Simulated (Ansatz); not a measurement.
# ZrN: the cost of one run

Method: DFT LDA, scalar-relativistic, plane waves, PAW, in Ansatz 0.2.0.

30 further runs of the same task are left out: 30 set aside as unsound or not needed. Runs told in other sessions of the task aren't counted.

## (1) The starting structure

Symmetry: Fm-3m, No. 225, cubic system. Conventional cell: a = 4.525 Å, b = 4.525 Å, c = 4.525 Å, α = 90.00°, β = 90.00°, γ = 90.00°. Zr (site symmetry m-3m) has 6 N at 2.26 Å in its first shell of neighbours. N (site symmetry m-3m) has 6 Zr at 2.26 Å in its first shell of neighbours.

As a file:

```
Zr N
1.0
     0.00000    2.26260    2.26260
     2.26260    0.00000    2.26260
     2.26260    2.26260    0.00000
Zr N
1 1
Direct
  0.00000 0.00000 0.00000
  0.50000 0.50000 0.50000
```

It is the result of an earlier relaxation at this level (volume 11.58 Å³/atom; gap on the mesh: none (metal)).

## (2) Plan of the line

The energy is mapped over volume and a fixed ferromagnetic moment.

First coordinate, volume per atom: 7 values from 10.19 to 12.97 Å³. Second coordinate, total spin moment of the cell, held fixed: 9 values from 0.000 to 1.000 μB.

Nothing else is relaxed (shape and fractional coordinates fixed). Points are written as (first, second).

## (3) Grid point (10.19 Å³, 0.875 μB)

Input file input.yaml:

```yaml
crystal:
  lattice:
    - [0.0, 2.1682066632, 2.1682066632]
    - [2.1682066632, 0.0, 2.1682066632]
    - [2.1682066632, 2.1682066632, 0.0]
  atoms:
    - { symbol: Zr, position: [0.0, 0.0, 0.0], spin: 0.875 }
    - { symbol: "N", position: [0.5, 0.5, 0.5] }
basis:
  ecutwfc: 520.0
kpoints:
  mp_grid: { grid: [18, 18, 18] }
hamiltonian:
  xc: lda
  pseudopotentials: { kind: paw, azcp: { folder: soft_1 } }
scf:
  occupations: { method: gaussian, width: 0.15 }
  lower_state_search: "off"
output:
  forces: true
  stress: true
  eigenvalues: true
  populations: true
magnetization:
  spin_polarized: true
  initial_magnetization: 0.875
  spin_locking: { lock_magnetization: hard }
```

Run with:

```sh
$ ansatz run input.yaml --threads 2 --pin off --max-ram 4096MiB --backend cpu --events-out ev --progress --plain --runs-dir out
```

Q: Estimate wall time and peak memory on 2 threads of Arm Neoverse N1, shared host.

About 9.9 s, with a peak of 0.37 GiB.
